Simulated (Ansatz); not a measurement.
Runs of Ansatz 0.2.0 on BN. The cell holds a slab with vacuum, 8 atoms: a = 2.504 Å, b = 2.504 Å, c = 24.992 Å, α = 90.00°, β = 90.00°, γ = 120.00°. 

```tsv
level	cutoff (eV)	gap on the mesh (eV)	largest force (eV/Å)	work function (eV)
LDA	420	4.16	0.04	(c)
PBEsol	420	4.25	0.05	3.78
RPBE	420	(b)	0.09	3.49
BLYP	420	(d)	0.08	(a)
revPBE	420	4.43	0.09	3.51
r2SCAN	500	4.90	0.04	3.61
```

Alike in all rows: task projected density of states; potentials or basis Ansatz PAW; no spin polarisation; cell the (0 0 1) slab of BN, cut from the database cell, not relaxed; k mesh 12 × 12 × 1; smearing fermi-dirac 0.05 eV.

Q: Fill in the values left out.

A: (a) 3.34; (b) 4.45; (c) 4.04; (d) 4.40.

Caveats: the PAW data sets come from PBE, with cores solved anew for the run's functional, which leaves a small shift of forces and pressure.

A k mesh can miss the band edges.

Runs at the PBE level aren't shown here.
